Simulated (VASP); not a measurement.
# AlN (F-43m) in VASP: band structure with HSE06

Aim: the band structure of AlN with HSE06.

Program: VASP 6.6.1. These are calculated values, not measurements. Logs are shortened: lines on timing, memory, paths and dates and some standing lists are left out, and cuts for length are marked.

### Step 1. The structure

Symmetry: F-43m, No. 216, cubic system. The conventional cell has a = 4.368 Å, b = 4.368 Å, c = 4.368 Å, α = 90.00°, β = 90.00°, γ = 90.00°. Al (site symmetry -43m) is surrounded by 4 N at 1.89 Å. Around N (site symmetry -43m) lie 4 Al at 1.89 Å.

Measurements of this composition are mostly on another form, of space group No. 186.

### Step 2. Band structure, HSE06

Input file POSCAR:

```
AlN
1.0
    0.0000000000      2.1839935600      2.1839935600
    2.1839935600      0.0000000000      2.1839935600
    2.1839935600      2.1839935600      0.0000000000
Al N
1 1
Direct
    0.0000000000      0.0000000000      0.0000000000
    0.7500000000      0.7500000000      0.7500000000
```

Input file INCAR.step1:

```
ALGO = Normal ; EDIFF = 1E-5
ENCUT = 520 ; GGA = PE
ISIF = 2 ; ISMEAR = 0
LASPH = T ; LCHARG = F
LREAL = F ; LWAVE = T
NELM = 60 ; PREC = Accurate
SIGMA = 0.02
```

Input file INCAR.step2:

```
ALGO = Normal ; EDIFF = 1E-6
ENCUT = 520 ; GGA = PE
HFSCREEN = 0.2 ; ISIF = 2
ISMEAR = 0 ; ISTART = 1
LASPH = T ; LCHARG = F
LHFCALC = T ; LREAL = F
LWAVE = F ; NELM = 60
PREC = Accurate ; PRECFOCK = Fast
SIGMA = 0.02
```

Input file KPOINTS:

```
k-points
0
Gamma
  8 8 8
```

Input file KPOINTS_OPT:

```
path GXWKGLUWLK,UX
10
line-mode
reciprocal
 0.0000000000  0.0000000000  0.0000000000  G
 0.5000000000  0.0000000000  0.5000000000  X

 0.5000000000  0.0000000000  0.5000000000  X
 0.5000000000  0.2500000000  0.7500000000  W

 0.5000000000  0.2500000000  0.7500000000  W
 0.3750000000  0.3750000000  0.7500000000  K

 0.3750000000  0.3750000000  0.7500000000  K
 0.0000000000  0.0000000000  0.0000000000  G

 0.0000000000  0.0000000000  0.0000000000  G
 0.5000000000  0.5000000000  0.5000000000  L

 0.5000000000  0.5000000000  0.5000000000  L
 0.6250000000  0.2500000000  0.6250000000  U

 0.6250000000  0.2500000000  0.6250000000  U
 0.5000000000  0.2500000000  0.7500000000  W

 0.5000000000  0.2500000000  0.7500000000  W
 0.5000000000  0.5000000000  0.5000000000  L

 0.5000000000  0.5000000000  0.5000000000  L
 0.3750000000  0.3750000000  0.7500000000  K

 0.6250000000  0.2500000000  0.6250000000  U
 0.5000000000  0.0000000000  0.5000000000  X
```

Potentials or basis: VASP PAW PBE potentials, release 64 (Al, N).

On the command line:

```console
$ cat potpaw_PBE.64/Al/POTCAR potpaw_PBE.64/N/POTCAR > POTCAR
$ cp INCAR.step1 INCAR
$ mpirun -np 1 vasp_std > vasp.out
$ cp INCAR.step2 INCAR
$ mpirun -np 1 vasp_std > vasp.out
```

OUTCAR:

```text
EDIFF = 1E-6
   ENCUT = 520
   GGA = PE
   HFSCREEN = 0.2
   ISIF = 2
   ISMEAR = 0
   ISTART = 1
   LASPH = T
   LHFCALC = T
   LREAL = F
   NELM = 60
   PREC = Accurate
   PRECFOCK = Fast

 ion  position               nearest neighbor table
   1  0.000  0.000  0.000-   2 1.89   2 1.89   2 1.89   2 1.89
   2  0.750  0.750  0.750-   1 1.89   1 1.89   1 1.89   1 1.89

  LATTYP: Found a face centered cubic cell.
 ALAT       =     4.3679871200

  Lattice vectors:

 A1 = (   0.0000000000,   2.1839935600,   2.1839935600)
 A2 = (   2.1839935600,   0.0000000000,   2.1839935600)
 A3 = (   2.1839935600,   2.1839935600,   0.0000000000)

Analysis of symmetry for initial positions (statically):
=====================================================================
 Subroutine PRICEL returns:
 Original cell was already a primitive cell.

 Routine SETGRP: Setting up the symmetry group for a
 face centered cubic supercell.

 Subroutine GETGRP returns: Found 24 space group operations
 (whereof 24 operations were pure point group operations)
 out of a pool of 48 trial point group operations.

The static configuration has the point symmetry T_d .

Analysis of symmetry for dynamics (positions and initial velocities):
=====================================================================
 Subroutine PRICEL returns:
 Original cell was already a primitive cell.

 Routine SETGRP: Setting up the symmetry group for a
 face centered cubic supercell.

 Subroutine GETGRP returns: Found 24 space group operations
 (whereof 24 operations were pure point group operations)
 out of a pool of 48 trial point group operations.

The dynamic configuration has the point symmetry T_d .

 Subroutine INISYM returns: Found 24 space group operations
 (whereof 24 operations are pure point group operations),
 and found     1 'primitive' translations

----------------------------------------------------------------------------------------

                                     Primitive cell

  volume of cell :      20.8345

  direct lattice vectors                    reciprocal lattice vectors
     0.000000000  2.183993560  2.183993560    -0.228938404  0.228938404  0.228938404
     2.183993560  0.000000000  2.183993560     0.228938404 -0.228938404  0.228938404
     2.183993560  2.183993560  0.000000000     0.228938404  0.228938404 -0.228938404

  length of vectors
     3.088633313  3.088633313  3.088633313     0.396532948  0.396532948  0.396532948

  position of ions in fractional coordinates (direct lattice)
     0.000000000  0.000000000  0.000000000
     0.750000000  0.750000000  0.750000000

  ion indices of the primitive-cell ions
   primitive index   ion index
                 1           1
                 2           2

----------------------------------------------------------------------------------------

 KPOINTS: k-points

Automatic generation of k-mesh.
 Grid dimensions read from file:
 generate k-points for:    8    8    8

 Generating k-lattice:

  Cartesian coordinates                     Fractional coordinates (reciprocal lattice)
    -0.028617301  0.028617301  0.028617301     0.125000000  0.000000000  0.000000000
     0.028617301 -0.028617301  0.028617301     0.000000000  0.125000000  0.000000000
     0.028617301  0.028617301 -0.028617301     0.000000000  0.000000000  0.125000000

  Length of vectors
     0.049566618  0.049566618  0.049566618

  Shift w.r.t. Gamma in fractional coordinates (k-lattice)
     0.000000000  0.000000000  0.000000000

 Subroutine IBZKPT returns following result:
 ===========================================

 Found     29 irreducible k-points:

 Following reciprocal coordinates:
            Coordinates               Weight
  0.000000  0.000000  0.000000      1.000000
  0.125000  0.000000  0.000000      8.000000
  0.250000  0.000000  0.000000      8.000000
  0.375000  0.000000  0.000000      8.000000
  0.500000  0.000000  0.000000      4.000000
  0.125000  0.125000  0.000000      6.000000
[... 16 lines left out ...]
  0.500000  0.250000  0.125000     48.000000
 -0.375000  0.250000  0.125000     24.000000
 [... further k-points ...]
   k-points           NKPTS =     29   k-points in BZ     NKDIM =    512   number of bands    NBANDS=      8
   number of dos      NEDOS =    301   number of ions     NIONS =      2
   total plane-waves  NPLWV =  13824
   dimension x,y,z NGX =    24 NGY =   24 NGZ =   24
   dimension x,y,z NGXF=    48 NGYF=   48 NGZF=   48
   ions per type =               1   1
   NGX,Y,Z   is equivalent  to a cutoff of  12.92, 12.92, 12.92 a.u.
   NGXF,Y,Z  is equivalent  to a cutoff of  25.84, 25.84, 25.84 a.u.
 SYSTEM =  unknown system
   PREC   = accura    normal or accurate (medium, high low for compatibility)
   ISTART =      1    job   : 0-new  1-cont  2-samecut
   ICHARG =      0    charge: 1-file 2-atom 10-const
   ISPIN  =      1    spin polarized calculation?
   LNONCOLLINEAR =      F non collinear calculations
   LSORBIT =      F    spin-orbit coupling
   LASPH  =      T    aspherical Exc in radial PAW
   ENCUT  =  520.0 eV  38.22 Ry    6.18 a.u.   5.74  5.74  5.74*2*pi/ulx,y,z
   NELM   =     60;   NELMIN=  2; NELMDL=  0     # of ELM steps
   EDIFF  = 0.1E-05   stopping-criterion for ELM
   LREAL  =      F    real-space projection
   EDIFFG = 0.1E-04   stopping-criterion for IOM
   NSW    =      0    number of steps for IOM
   IBRION =     -1    ionic relax: 0-MD 1-quasi-New 2-CG
   NFREE  =      0    steps in history (QN), initial steepest desc. (CG)
   ISIF   =      2    stress and relaxation
   ISYM   =      3    0-nonsym 1-usesym 2-fastsym
   POTIM  = 0.5000    time-step for ionic-motion
   TEBEG  =    0.0;   TEEND  =   0.0 temperature during run
   PSTRESS=    0.0 pullay stress
   NELECT =       8.0000    total number of electrons
   NUPDOWN=      -1.0000    fix difference up-down
   EMIN   =  10.00;   EMAX   =-10.00  energy-range for DOS
   EFERMI =   0.00;   METHOD = LEGACY
   ISMEAR =     0;   SIGMA  =   0.02  broadening in eV -4-tet -1-fermi 0-gaus
   EFERMI_NEDOS =   21; number of points for ismear=-14 and -15
   IALGO  =     38    algorithm
   IMIX   =      1    mixing-type and parameters
     AMIX     =   0.40;   BMIX     =  1.00
     AMIX_MAG =   1.60;   BMIX_MAG =  1.00
  volume/ion in A,a.u.               =      10.42        70.30
  Fermi-wavevector in a.u.,A,eV,Ry     =   1.189899  2.248583 19.263943  1.415860
  Thomas-Fermi vector in A             =   2.325996
   LORBIT       =      0    0 simple, 1 ext, 2 COOP (PROOUT), +10 PAW based schemes
   GGA     = PE    functional components
   LHFCALC =     T    Hartree Fock is set to
   PRECFOCK=fast      Normal, Fast or Accurate (Low or Medium for compatibility)
   ENCUT4O =  -1.0   cutoff for four orbital integrals eV
   NKREDX  =     1    reduce k-point grid by
   NKREDY  =     1    reduce k-point grid by
   NKREDZ  =     1    reduce k-point grid by
   AEXX    =    0.2500 exact exchange contribution
   HFSCREEN=    0.2000 screening length (either q_TF or 0.3 A-1)
   HFSCREENC=   0.2000 screening length for correlation (either q_TF or 0.3 A-1)
   ENCUTFOCK=  -1.0 apply spherical cutoff to Coloumb kernel
   IVDW    =     0    specifies the selected vdW correction
   LEPSILON=     F    determine dielectric tensor
   LRPA    =     F    only Hartree local field effects (RPA)
 non-spin polarized calculation
 Gauss-broadening in eV      SIGMA  =   0.02
  energy-cutoff  :      520.00
  volume of cell :       20.83
 maximum number of plane-waves:       568
  NGX = 14; NGY = 14; NGZ = 14

 number of electron       8.0000000 magnetization

 Free energy of the ion-electron system (eV)
  ---------------------------------------------------
  ext. energy  EPLUGINS =         0.00000000
  ---------------------------------------------------
  free energy    TOTEN  =       -17.42927160 eV

  energy without entropy =      -17.42927160  energy(sigma->0) =      -17.42927160

 E-fermi :   5.1185     XC(G=0):  -9.0010

 val. band max:        5.0316228632   @ k =   0.0000   0.0000   0.0000
 cond. band min:       9.6068104468   @ k =   0.5000   0.5000   0.0000
 fundamental gap:      4.5751875837
 Fermi energy:         5.1185193458

 k-point     1 :       0.0000    0.0000    0.0000
  band No.  band energies     occupation
      1     -11.4497      2.00000
      2       5.0316      2.00000
      3       5.0316      2.00000
      4       5.0316      2.00000
      5      10.6033      0.00000
      6      19.2972      0.00000
      7      19.2972      0.00000
      8      19.2972      0.00000

 k-point     2 :       0.1250    0.0000    0.0000
  band No.  band energies     occupation
      1     -11.2062      2.00000
      2       3.7911      2.00000
      3       4.9443      2.00000
      4       4.9443      2.00000
      5      11.5797      0.00000
      6      18.7271      0.00000
      7      19.4928      0.00000
      8      19.4928      0.00000

 k-point     3 :       0.2500    0.0000    0.0000
  band No.  band energies     occupation
      1     -10.5391      2.00000
      2       1.5183      2.00000
      3       4.7471      2.00000
      4       4.7471      2.00000
      5      12.9944      0.00000
      6      17.7387      0.00000
      7      19.0668      0.00000
      8      19.0668      0.00000

 k-point     4 :       0.3750    0.0000    0.0000
  band No.  band energies     occupation
      1      -9.6995      2.00000
      2      -0.4788      2.00000
      3       4.5669      2.00000
      4       4.5669      2.00000
      5      13.7400      0.00000
      6      16.9908      0.00000
      7      18.1695      0.00000
      8      18.1695      0.00000

 k-point     5 :       0.5000    0.0000    0.0000
  band No.  band energies     occupation
      1      -9.2654      2.00000
      2      -1.3229      2.00000
      3       4.4966      2.00000
      4       4.4966      2.00000
      5      13.9275      0.00000
      6      16.6978      0.00000
      7      17.8104      0.00000
      8      17.8104      0.00000

 k-point     6 :       0.1250    0.1250    0.0000
  band No.  band energies     occupation
      1     -11.1255      2.00000
      2       3.8551      2.00000
      3       4.6889      2.00000
      4       4.6889      2.00000
      5      11.8474      0.00000
      6      18.3646      0.00000
      7      19.7843      0.00000
      8      19.7843      0.00000

 k-point     7 :       0.2500    0.1250    0.0000
  band No.  band energies     occupation
      1     -10.5993      2.00000
      2       2.1832      2.00000
      3       4.3869      2.00000
      4       4.4878      2.00000
      5      12.8993      0.00000
      6      17.6662      0.00000
      7      18.4324      0.00000
      8      19.9372      0.00000
[... 133 lines left out ...]
 k-point    20 :      -0.3750    0.3750    0.0000
  band No.  band energies     occupation
      1      -8.6048      2.00000
      2       0.4006      2.00000
      3       1.1084      2.00000
      4       3.5221      2.00000
      5      11.5593      0.00000
      6      16.8000      0.00000
      7      20.1627      0.00000
      8      21.1321      0.00000

 k-point    21 :       0.5000    0.5000    0.0000
  band No.  band energies     occupation
      1      -8.5851      2.00000
      2      -0.3060      2.00000
      3       3.0784      2.00000
      4       3.0784      2.00000
      5       9.6068      0.00000
      6      15.1344      0.00000
      7      21.1603      0.00000
      8      22.8826      0.00000

 k-point    22 :       0.3750    0.2500    0.1250
  band No.  band energies     occupation
      1     -10.0032      2.00000
      2       1.1878      2.00000
      3       3.4184      2.00000
      4       4.3705      2.00000
      5      13.3536      0.00000
      6      17.2341      0.00000
      7      17.5506      0.00000
      8      20.1455      0.00000

 k-point    23 :       0.5000    0.2500    0.1250
  band No.  band energies     occupation
      1      -9.2801      2.00000
      2       0.0251      2.00000
      3       2.7799      2.00000
      4       4.0155      2.00000
      5      13.5898      0.00000
      6      16.3026      0.00000
      7      18.3639      0.00000
      8      19.7355      0.00000

 k-point    24 :      -0.3750    0.2500    0.1250
  band No.  band energies     occupation
      1      -8.9229      2.00000
      2      -0.5414      2.00000
      3       2.6154      2.00000
      4       3.8133      2.00000
      5      13.6421      0.00000
      6      15.9028      0.00000
      7      19.0833      0.00000
      8      19.5458      0.00000

 [... further k-points ...]
[... 5 lines left out ...]
  --------------------------------------------------------------------------------------
  -------------------------------------------------------------------------------------
  Total       -0.0737856     -0.0737856     -0.0737856      0.0000000      0.0000000     -0.0000000
  in kB       -5.6741115     -5.6741115     -5.6741115      0.0000000      0.0000000     -0.0000000
  external PRESSURE =      -5.6741115 kB  Pullay stress =       0.0000000 kB

 VOLUME and BASIS-vectors are now :
 -----------------------------------------------------------------------------
  energy-cutoff  :      520.00
  volume of cell :       20.83
      direct lattice vectors                 reciprocal lattice vectors
     0.000000000  2.183993560  2.183993560    -0.228938404  0.228938404  0.228938404
     2.183993560  0.000000000  2.183993560     0.228938404 -0.228938404  0.228938404
     2.183993560  2.183993560  0.000000000     0.228938404  0.228938404 -0.228938404

 POSITION                                       TOTAL-FORCE (eV/Angst)
 -----------------------------------------------------------------------------------
      0.00000      0.00000      0.00000        -0.000000     -0.000000     -0.000000
      3.27599      3.27599      3.27599         0.000000      0.000000      0.000000
 -----------------------------------------------------------------------------------
    total drift:                               -0.000001      0.000001     -0.000000

  FREE ENERGIE OF THE ION-ELECTRON SYSTEM (eV)
  ---------------------------------------------------
  free  energy   TOTEN  =       -17.4292715970 eV

  energy  without entropy=      -17.4292715970  energy(sigma->0) =      -17.42927160
```

It took 11 min on 1 thread of Intel Xeon 6975P-C (Granite Rapids), shared host; peak memory 0.31 GiB.

What came out:

- Free energy: -17.4293 eV
- Pressure: -0.6 GPa
- Band gap on the k mesh: 4.58 eV, indirect (least direct gap 5.57 eV)
- Band gap along the path: 4.58 eV, indirect (least direct gap 5.57 eV)

Levels at the corners of the path, in eV from the valence-band top:
```
point  band 2  band 3  band 4  band 5  band 6  band 7
    Γ    0.00    0.00    0.00    5.57   14.27   14.27
    X   -5.34   -1.95   -1.95    4.58   10.10   16.13
    X   -5.34   -1.95   -1.95    4.58   10.10   16.13
    W   -4.12   -3.74   -2.88    7.47   13.13   13.73
    W   -4.12   -3.74   -2.88    7.47   13.13   13.73
    K   -4.63   -3.92   -1.51    6.53   11.77   15.13
    K   -4.63   -3.92   -1.51    6.53   11.77   15.13
    Γ    0.00    0.00    0.00    5.57   14.27   14.27
    Γ    0.00    0.00    0.00    5.57   14.27   14.27
    L   -6.35   -0.53   -0.53    8.90   11.67   12.78
    L   -6.35   -0.53   -0.53    8.90   11.67   12.78
    U   -4.63   -3.92   -1.51    6.53   11.77   15.13
    U   -4.63   -3.92   -1.51    6.53   11.77   15.13
    W   -4.12   -3.74   -2.88    7.47   13.13   13.73
    W   -4.12   -3.74   -2.88    7.47   13.13   13.73
    L   -6.35   -0.53   -0.53    8.90   11.67   12.78
    L   -6.35   -0.53   -0.53    8.90   11.67   12.78
    K   -4.63   -3.92   -1.51    6.53   11.77   15.13
    U   -4.63   -3.92   -1.51    6.53   11.77   15.13
    X   -5.34   -1.95   -1.95    4.58   10.10   16.13
```

Caveat: the PAW data sets were made with another functional, which shifts forces and pressure a little.
